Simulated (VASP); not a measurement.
# TiNi (P4/mmm) in VASP: a series of runs

One crystal, TiNi, is run at these levels: LDA; tasks: equation of state.

All numbers are computed with VASP 6.6.1; they aren't measurements. Logs are shortened: lines on timing, memory, paths and dates and some standing lists are left out, and cuts for length are marked.

### Step 1. The structure

Symmetry: P4/mmm, No. 123, tetragonal system. The conventional cell has a = 2.724 Å, b = 2.724 Å, c = 3.376 Å, α = 90.00°, β = 90.00°, γ = 90.00°. Ni (site symmetry 4/mmm) has 8 Ti at 2.56 Å and 4 Ni at 2.72 Å as nearest neighbours. Ti (site symmetry 4/mmm) is surrounded by 8 Ni at 2.56 Å and 4 Ti at 2.72 Å.

The cell comes from a database or a generator and needn't be the stable form of this composition.

### Step 2. Equation of state, LDA, collinear spin, ferromagnetic start, 12.02 Å³/atom (a relaxed cell with its volume scaled by 0.96)

The input, INCAR:

```
ALGO = Normal ; EDIFF = 1E-6
ENCUT = 520 ; ISIF = 2
ISMEAR = -1 ; ISPIN = 2
LASPH = T ; LCHARG = F
LMAXMIX = 4 ; LORBIT = 11
LREAL = F ; LWAVE = F
MAGMOM = 1 1 ; NELM = 100
PREC = Accurate ; SIGMA = 0.05
```

The input, KPOINTS:

```
k-points
0
Gamma
  8 8 8
```

The input, POSCAR:

```
TiNi                                    
1.0
    2.6868126227      0.0000000000     -0.0000000000
    0.0000000000      2.6868126227      0.0000000000
    0.0000000000     -0.0000000000      3.3300720189
  Ni              Ti            
     1     1
Direct
     0.0000000000000000    0.0000000000000000    0.0000000000000000
     0.5000000000000000    0.5000000000000000    0.5000000000000000
```

Potentials or basis: VASP PAW LDA potentials, release 64 (Ni, Ti_sv).

Started as:

```
$ cat potpaw_LDA.64/Ni/POTCAR potpaw_LDA.64/Ti_sv/POTCAR > POTCAR
$ mpirun -np 1 vasp_std > vasp.out
```

OUTCAR:

```text
EDIFF = 1E-6
   ENCUT = 520
   ISIF = 2
   ISMEAR = -1
   ISPIN = 2
   LASPH = T
   LORBIT = 11
   LREAL = F
   NELM = 100
   PREC = Accurate

 ion  position               nearest neighbor table
   1  0.000  0.000  0.000-   2 2.53   2 2.53   2 2.53   2 2.53   2 2.53   2 2.53   2 2.53   2 2.53

   2  0.500  0.500  0.500-   1 2.53   1 2.53   1 2.53   1 2.53   1 2.53   1 2.53   1 2.53   1 2.53

  LATTYP: Found a simple tetragonal cell.
 ALAT       =     2.6868126227
 C/A-ratio  =     1.2394135679

  Lattice vectors:

 A1 = (   2.6868126227,   0.0000000000,   0.0000000000)
 A2 = (   0.0000000000,   2.6868126227,   0.0000000000)
 A3 = (   0.0000000000,   0.0000000000,   3.3300720189)

Analysis of symmetry for initial positions (statically):
=====================================================================
 Subroutine PRICEL returns:
 Original cell was already a primitive cell.

 Routine SETGRP: Setting up the symmetry group for a
 simple tetragonal supercell.

 Subroutine GETGRP returns: Found 16 space group operations
 (whereof 16 operations were pure point group operations)
 out of a pool of 16 trial point group operations.

The static configuration has the point symmetry D_4h.

Analysis of symmetry for dynamics (positions and initial velocities):
=====================================================================
 Subroutine PRICEL returns:
 Original cell was already a primitive cell.

 Routine SETGRP: Setting up the symmetry group for a
 simple tetragonal supercell.

 Subroutine GETGRP returns: Found 16 space group operations
 (whereof 16 operations were pure point group operations)
 out of a pool of 16 trial point group operations.

The dynamic configuration has the point symmetry D_4h.

Analysis of structural, dynamic, and magnetic symmetry:
=====================================================================
 Subroutine PRICEL returns:
 Original cell was already a primitive cell.

 Routine SETGRP: Setting up the symmetry group for a
 simple tetragonal supercell.

 Subroutine GETGRP returns: Found 16 space group operations
 (whereof 16 operations were pure point group operations)
 out of a pool of 16 trial point group operations.

The overall configuration has the point symmetry D_4h.

 Subroutine INISYM returns: Found 16 space group operations
 (whereof 16 operations are pure point group operations),
 and found     1 'primitive' translations

----------------------------------------------------------------------------------------

                                     Primitive cell

  volume of cell :      24.0397

  direct lattice vectors                    reciprocal lattice vectors
     2.686812623  0.000000000  0.000000000     0.372188217  0.000000000  0.000000000
     0.000000000  2.686812623  0.000000000     0.000000000  0.372188217  0.000000000
     0.000000000  0.000000000  3.330072019     0.000000000  0.000000000  0.300293806

  length of vectors
     2.686812623  2.686812623  3.330072019     0.372188217  0.372188217  0.300293806

  position of ions in fractional coordinates (direct lattice)
     0.000000000  0.000000000  0.000000000
     0.500000000  0.500000000  0.500000000

  ion indices of the primitive-cell ions
   primitive index   ion index
                 1           1
                 2           2

----------------------------------------------------------------------------------------

 KPOINTS: k-points

Automatic generation of k-mesh.
 Grid dimensions read from file:
 generate k-points for:    8    8    8

 Generating k-lattice:

  Cartesian coordinates                     Fractional coordinates (reciprocal lattice)
     0.046523527  0.000000000  0.000000000     0.125000000  0.000000000  0.000000000
     0.000000000  0.046523527  0.000000000     0.000000000  0.125000000  0.000000000
     0.000000000  0.000000000  0.037536726     0.000000000  0.000000000  0.125000000

  Length of vectors
     0.046523527  0.046523527  0.037536726

  Shift w.r.t. Gamma in fractional coordinates (k-lattice)
     0.000000000  0.000000000  0.000000000

 Subroutine IBZKPT returns following result:
 ===========================================

 Found     75 irreducible k-points:

 Following reciprocal coordinates:
            Coordinates               Weight
  0.000000  0.000000  0.000000      1.000000
  0.125000  0.000000  0.000000      4.000000
  0.250000  0.000000  0.000000      4.000000
  0.375000  0.000000  0.000000      4.000000
  0.500000  0.000000  0.000000      2.000000
  0.125000  0.125000  0.000000      4.000000
[... 16 lines left out ...]
  0.375000  0.125000  0.125000     16.000000
  0.500000  0.125000  0.125000      8.000000
 [... further k-points ...]
   k-points           NKPTS =     75   k-points in BZ     NKDIM =     75   number of bands    NBANDS=     16
   number of dos      NEDOS =    301   number of ions     NIONS =      2
   total plane-waves  NPLWV =  11200
   dimension x,y,z NGX =    20 NGY =   20 NGZ =   28
   dimension x,y,z NGXF=    40 NGYF=   40 NGZF=   56
   ions per type =               1   1
   NGX,Y,Z   is equivalent  to a cutoff of  12.37, 12.37, 13.98 a.u.
   NGXF,Y,Z  is equivalent  to a cutoff of  24.75, 24.75, 27.96 a.u.
 SYSTEM =  unknown system
   PREC   = accura    normal or accurate (medium, high low for compatibility)
   ISTART =      0    job   : 0-new  1-cont  2-samecut
   ICHARG =      2    charge: 1-file 2-atom 10-const
   ISPIN  =      2    spin polarized calculation?
   LNONCOLLINEAR =      F non collinear calculations
   LSORBIT =      F    spin-orbit coupling
   LASPH  =      T    aspherical Exc in radial PAW
   ENCUT  =  520.0 eV  38.22 Ry    6.18 a.u.   5.00  5.00  6.19*2*pi/ulx,y,z
   NELM   =    100;   NELMIN=  2; NELMDL= -5     # of ELM steps
   EDIFF  = 0.1E-05   stopping-criterion for ELM
   LREAL  =      F    real-space projection
   EDIFFG = 0.1E-04   stopping-criterion for IOM
   NSW    =      0    number of steps for IOM
   IBRION =     -1    ionic relax: 0-MD 1-quasi-New 2-CG
   NFREE  =      0    steps in history (QN), initial steepest desc. (CG)
   ISIF   =      2    stress and relaxation
   ISYM   =      2    0-nonsym 1-usesym 2-fastsym
   POTIM  = 0.5000    time-step for ionic-motion
   TEBEG  =    0.0;   TEEND  =   0.0 temperature during run
   PSTRESS=    0.0 pullay stress
   NELECT =      22.0000    total number of electrons
   NUPDOWN=      -1.0000    fix difference up-down
   EMIN   =  10.00;   EMAX   =-10.00  energy-range for DOS
   EFERMI =   0.00;   METHOD = LEGACY
   ISMEAR =    -1;   SIGMA  =   0.05  broadening in eV -4-tet -1-fermi 0-gaus
   EFERMI_NEDOS =   21; number of points for ismear=-14 and -15
   IALGO  =     38    algorithm
   IMIX   =      4    mixing-type and parameters
     AMIX     =   0.40;   BMIX     =  1.00
     AMIX_MAG =   1.60;   BMIX_MAG =  1.00
  volume/ion in A,a.u.               =      12.02        81.11
  Fermi-wavevector in a.u.,A,eV,Ry     =   1.589423  3.003575 34.371945  2.526267
  Thomas-Fermi vector in A             =   2.688275
   LORBIT       =     11    0 simple, 1 ext, 2 COOP (PROOUT), +10 PAW based schemes
   GGA     = CA    functional components
   LHFCALC =     F    Hartree Fock is set to
   AEXX    =    0.0000 exact exchange contribution
   IVDW    =     0    specifies the selected vdW correction
   LEPSILON=     F    determine dielectric tensor
   LRPA    =     F    only Hartree local field effects (RPA)
 spin polarized calculation
  energy-cutoff  :      520.00
  volume of cell :       24.04
 maximum number of plane-waves:       664
 NGX is ok and might be reduce to    20
   NGX =  9   NGY =  9   NGZ = 13

 number of electron      21.9999996 magnetization      -0.0008855

 number of electron      21.9999996 magnetization       0.0001323

 Free energy of the ion-electron system (eV)
  ---------------------------------------------------
  ext. energy  EPLUGINS =         0.00000000
  ---------------------------------------------------
  free energy    TOTEN  =       -15.85764090 eV

  energy without entropy =      -15.83804058  energy(sigma->0) =      -15.84784074

 E-fermi :  10.5509     XC(G=0): -13.3896

 val. band max:       10.5491134620   @ k =   0.5000   0.1250   0.3750
 cond. band min:      10.5601569135   @ k =   0.0000   0.0000   0.2500
 fundamental gap:      0.0110434515
 Fermi energy:        10.5508886772

 spin component 1

 k-point     1 :       0.0000    0.0000    0.0000
  band No.  band energies     occupation
      1     -45.4875      1.00000
      2     -22.0925      1.00000
      3     -21.7283      1.00000
      4     -21.7283      1.00000
      5       2.5231      1.00000
      6       6.0599      1.00000
[... 8 lines left out ...]
     15      14.1608      0.00000
     16      15.8265      0.00000

 k-point     2 :       0.1250    0.0000    0.0000
  band No.  band energies     occupation
      1     -45.4715      1.00000
      2     -22.0806      1.00000
      3     -21.8475      1.00000
      4     -21.7184      1.00000
      5       2.9055      1.00000
      6       6.2599      1.00000
[... 8 lines left out ...]
     15      13.7727      0.00000
     16      17.2566      0.00000

 k-point     3 :       0.2500    0.0000    0.0000
  band No.  band energies     occupation
      1     -45.4326      1.00000
      2     -22.1288      1.00000
      3     -22.0518      1.00000
      4     -21.6944      1.00000
      5       3.9708      1.00000
      6       6.7552      1.00000
[... 8 lines left out ...]
     15      13.5961      0.00000
     16      18.1470      0.00000
[... 362 lines left out ...]
 k-point    23 :       0.3750    0.1250    0.1250
  band No.  band energies     occupation
      1     -45.3772      1.00000
      2     -22.3811      1.00000
      3     -22.0251      1.00000
      4     -21.7800      1.00000
      5       5.7538      1.00000
      6       7.3455      1.00000
[... 8 lines left out ...]
     15      13.3861      0.00000
     16      16.6548      0.00000

 k-point    24 :       0.5000    0.1250    0.1250
  band No.  band energies     occupation
      1     -45.3611      1.00000
      2     -22.4901      1.00000
      3     -22.0121      1.00000
      4     -21.7687      1.00000
      5       6.6120      1.00000
      6       6.9954      1.00000
[... 8 lines left out ...]
     15      13.3743      0.00000
     16      16.0882      0.00000

 [... further k-points ...]

 spin component 2

 k-point     1 :       0.0000    0.0000    0.0000
  band No.  band energies     occupation
      1     -45.4874      1.00000
      2     -22.0925      1.00000
      3     -21.7282      1.00000
      4     -21.7282      1.00000
      5       2.5231      1.00000
      6       6.0599      1.00000
[... 8 lines left out ...]
     15      14.1608      0.00000
     16      15.8265      0.00000

 k-point     2 :       0.1250    0.0000    0.0000
  band No.  band energies     occupation
      1     -45.4714      1.00000
      2     -22.0806      1.00000
      3     -21.8474      1.00000
      4     -21.7183      1.00000
      5       2.9055      1.00000
      6       6.2600      1.00000
[... 8 lines left out ...]
     15      13.7727      0.00000
     16      17.2567      0.00000

 k-point     3 :       0.2500    0.0000    0.0000
  band No.  band energies     occupation
      1     -45.4326      1.00000
      2     -22.1287      1.00000
      3     -22.0518      1.00000
      4     -21.6943      1.00000
      5       3.9708      1.00000
      6       6.7552      1.00000
[... 8 lines left out ...]
     15      13.5961      0.00000
     16      18.1471      0.00000
[... 362 lines left out ...]
 k-point    23 :       0.3750    0.1250    0.1250
  band No.  band energies     occupation
      1     -45.3771      1.00000
      2     -22.3810      1.00000
      3     -22.0250      1.00000
      4     -21.7799      1.00000
      5       5.7538      1.00000
      6       7.3455      1.00000
[... 8 lines left out ...]
     15      13.3862      0.00000
     16      16.6548      0.00000

 k-point    24 :       0.5000    0.1250    0.1250
  band No.  band energies     occupation
      1     -45.3610      1.00000
      2     -22.4900      1.00000
      3     -22.0121      1.00000
      4     -21.7686      1.00000
      5       6.6120      1.00000
      6       6.9954      1.00000
[... 8 lines left out ...]
     15      13.3744      0.00000
     16      16.0882      0.00000

 [... further k-points ...]

------------------------ aborting loop because EDIFF is reached ----------------------------------------

  FORCE on cell =-STRESS in cart. coord.  units (eV):
  Direction    XX          YY          ZZ          XY          YZ          ZX
  --------------------------------------------------------------------------------------
  -------------------------------------------------------------------------------------
  Total        1.1882238      1.1882238      1.3562499      0.0000000      0.0000000     -0.0000000
  in kB       79.1918428     79.1918428     90.3903196      0.0000000      0.0000000     -0.0000000
  external PRESSURE =      82.9246684 kB  Pullay stress =       0.0000000 kB

 VOLUME and BASIS-vectors are now :
 -----------------------------------------------------------------------------
  energy-cutoff  :      520.00
  volume of cell :       24.04
      direct lattice vectors                 reciprocal lattice vectors
     2.686812623  0.000000000  0.000000000     0.372188217  0.000000000  0.000000000
     0.000000000  2.686812623  0.000000000     0.000000000  0.372188217  0.000000000
     0.000000000  0.000000000  3.330072019     0.000000000  0.000000000  0.300293806

 POSITION                                       TOTAL-FORCE (eV/Angst)
 -----------------------------------------------------------------------------------
      0.00000      0.00000      0.00000         0.000000      0.000000      0.000000
      1.34341      1.34341      1.66504         0.000000      0.000000      0.000000
 -----------------------------------------------------------------------------------
    total drift:                               -0.000000      0.000000      0.000000

  FREE ENERGIE OF THE ION-ELECTRON SYSTEM (eV)
  ---------------------------------------------------
  free  energy   TOTEN  =       -15.8576408984 eV

  energy  without entropy=      -15.8380405778  energy(sigma->0) =      -15.84784074

 total charge

# of ion       s       p       d       tot
------------------------------------------
    1        0.609   0.558   8.374   9.541
    2        2.271   6.184   2.024  10.478
--------------------------------------------------
tot          2.880   6.742  10.398  20.020

 magnetization (x)

# of ion       s       p       d       tot
------------------------------------------
    1        0.000   0.000  -0.000   0.000
    2        0.000   0.000   0.000   0.000
--------------------------------------------------
tot          0.000   0.000   0.000   0.000
```

It took 32 s on 1 thread of Intel Xeon 6975P-C (Granite Rapids), shared host; peak memory 0.16 GiB.

Results:

* Free energy: -15.8576 eV
* Pressure: 8.3 GPa
* Band gap on the k mesh: none (metal or under the smearing width)
* Net moment: 0.00 μB per cell
* Valence electrons inside the program's atomic spheres: Ni 9.54; Ti 10.48

### Step 3. Equation of state, LDA, collinear spin, ferromagnetic start, 12.27 Å³/atom (a relaxed cell with its volume scaled by 0.98)

INCAR is that of step 2.

KPOINTS is that of step 2.

The input, POSCAR:

```
TiNi                                    
1.0
    2.7053429505      0.0000000000     -0.0000000000
    0.0000000000      2.7053429505      0.0000000000
    0.0000000000     -0.0000000000      3.3530387585
  Ni              Ti            
     1     1
Direct
     0.0000000000000000    0.0000000000000000    0.0000000000000000
     0.5000000000000000    0.5000000000000000    0.5000000000000000
```

Potentials or basis: VASP PAW LDA potentials, release 64 (Ni, Ti_sv).

Started as:

```
$ cat potpaw_LDA.64/Ni/POTCAR potpaw_LDA.64/Ti_sv/POTCAR > POTCAR
$ mpirun -np 1 vasp_std > vasp.out
```

Wall time 28 s (1 thread of Intel Xeon 6975P-C (Granite Rapids), shared host); peak memory 0.16 GiB.

It converged, with:

```yaml
Free_energy: -15.8773 eV
Pressure: 3.9 GPa
Band_gap_on_the_k_mesh: none (metal or under the smearing width)
Net_moment: 0.00 μB per cell
Valence_electrons_inside_the_program's_atomic_spheres: Ni 9.51; Ti 10.44
```

### Step 4. Equation of state, LDA, collinear spin, ferromagnetic start, 12.52 Å³/atom

INCAR is that of step 3.

KPOINTS is that of step 3.

The input, POSCAR:

```
TiNi                                    
1.0
    2.7236228492      0.0000000000     -0.0000000000
    0.0000000000      2.7236228492      0.0000000000
    0.0000000000     -0.0000000000      3.3756951131
  Ni              Ti            
     1     1
Direct
     0.0000000000000000    0.0000000000000000    0.0000000000000000
     0.5000000000000000    0.5000000000000000    0.5000000000000000
```

Started as:

```
$ cat potpaw_LDA.64/Ni/POTCAR potpaw_LDA.64/Ti_sv/POTCAR > POTCAR
$ mpirun -np 1 vasp_std > vasp.out
```

It took 34 s on 1 thread of Intel Xeon 6975P-C (Granite Rapids), shared host; peak memory 0.16 GiB.

Results (log left out):

```
Free energy                                           : -15.8840 eV
Pressure                                              : 0.0 GPa
Band gap on the k mesh                                : none (metal or under the smearing width)
Net moment                                            : 0.00 μB per cell
Valence electrons inside the program's atomic spheres : Ni 9.47; Ti 10.41
```

### Step 5. Equation of state, LDA, collinear spin, ferromagnetic start, 12.77 Å³/atom (a relaxed cell with its volume scaled by 1.02)

INCAR is that of step 4.

KPOINTS is that of step 4.

The input, POSCAR:

```
TiNi                                    
1.0
    2.7416606123      0.0000000000     -0.0000000000
    0.0000000000      2.7416606123      0.0000000000
    0.0000000000     -0.0000000000      3.3980513614
  Ni              Ti            
     1     1
Direct
     0.0000000000000000    0.0000000000000000    0.0000000000000000
     0.5000000000000000    0.5000000000000000    0.5000000000000000
```

Started as:

```
$ cat potpaw_LDA.64/Ni/POTCAR potpaw_LDA.64/Ti_sv/POTCAR > POTCAR
$ mpirun -np 1 vasp_std > vasp.out
```

Wall time 34 s (1 thread of Intel Xeon 6975P-C (Granite Rapids), shared host); peak memory 0.16 GiB.

Results (log left out):

- Free energy: -15.8790 eV
- Pressure: -3.5 GPa
- Band gap on the k mesh: none (metal or under the smearing width)
- Net moment: 0.00 μB per cell
- Valence electrons inside the program's atomic spheres: Ni 9.44; Ti 10.38

### Step 6. Equation of state, LDA, collinear spin, ferromagnetic start, 13.02 Å³/atom (a relaxed cell with its volume scaled by 1.04)

INCAR is that of step 5.

KPOINTS is that of step 5.

The input, POSCAR:

```
TiNi                                    
1.0
    2.7594641022      0.0000000000     -0.0000000000
    0.0000000000      2.7594641022      0.0000000000
    0.0000000000     -0.0000000000      3.4201172482
  Ni              Ti            
     1     1
Direct
     0.0000000000000000    0.0000000000000000    0.0000000000000000
     0.5000000000000000    0.5000000000000000    0.5000000000000000
```

Potentials or basis: VASP PAW LDA potentials, release 64 (Ni, Ti_sv).

Started as:

```
$ cat potpaw_LDA.64/Ni/POTCAR potpaw_LDA.64/Ti_sv/POTCAR > POTCAR
$ mpirun -np 1 vasp_std > vasp.out
```

Wall time 31 s (1 thread of Intel Xeon 6975P-C (Granite Rapids), shared host); peak memory 0.17 GiB.

Results (log left out):

* Free energy: -15.8634 eV
* Pressure: -6.7 GPa
* Band gap on the k mesh: none (metal or under the smearing width)
* Net moment: 0.00 μB per cell
* Valence electrons inside the program's atomic spheres: Ni 9.41; Ti 10.35

### Step 7. Equation of state, LDA, collinear spin, ferromagnetic start

Potentials or basis: VASP PAW LDA potentials, release 64 (Ni, Ti_sv).

This step only gathers the single runs of the series.

What came out:

```
Equilibrium volume                        : 12.53 Å³/atom
Bulk modulus at fixed shape and positions : 186 GPa
Pressure derivative of the bulk modulus   : 4.2 (rough: it moves with the points fitted)
```

Energy against volume, from the lowest point:
| volume (Å³/atom) | energy (meV/atom) |
| --- | --- |
| 12.020 | 13.17 |
| 12.270 | 3.35 |
| 12.521 | 0.00 |
| 12.771 | 2.50 |
| 13.021 | 10.26 |

Caveat: the cell was scaled at fixed shape and fractional positions, which overstates the stiffness of a crystal with free parameters, most of all of layers and chains.
